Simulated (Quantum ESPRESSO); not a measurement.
CsPbBr3 in Quantum ESPRESSO: the effect of functional

Crystal: CsPbBr3.

```xyz
5
Lattice="5.8700 0.0000 0.0000 0.0000 5.8700 0.0000 0.0000 0.0000 5.8700" Properties=species:S:1:pos:R:3 pbc="T T T"
Pb    2.9350    2.9350    2.9350
Cs    0.0000    0.0000    0.0000
Br    2.9350    2.9350    0.0000
Br    2.9350    0.0000    2.9350
Br    0.0000    2.9350    2.9350
```

Measurements of this composition are mostly on another form, of space group No. 62.

Alike in all runs:

* Program: Quantum ESPRESSO 7.5
* Task: phonons
* Cutoff: 762 eV
* Density cutoff: 3048 eV
* k mesh: 2 × 2 × 2, shifted
* Occupations: fermi-dirac, width 0.05 eV
* Spin: no spin polarisation

Each run relaxes the cell or the atoms first.

```tsv
functional	potentials or basis	relaxed volume (Å³/atom)	highest phonon frequency (cm⁻¹)
LDA	PseudoDojo 0.4.1 SR LDA standard	?	?
PBEsol	PseudoDojo 0.4.1 SR PBEsol standard	38.70	144
AM05	PseudoDojo 0.4.1 SR PBE standard	39.98	127
PW91	PseudoDojo 0.4.1 SR PBE standard	41.28	124
BLYP	PseudoDojo 0.4.1 SR PBE standard	44.46	106
vdW-DF-cx	PseudoDojo 0.4.1 SR PBE standard	39.23	143
```

What does the run with functional LDA give?

Relaxed volume 36.75 Å³/atom; highest phonon frequency 161 cm⁻¹.

Caveats: the potentials were made for another functional, which shifts forces and pressure (some runs).

Runs at the PBE level aren't shown here.
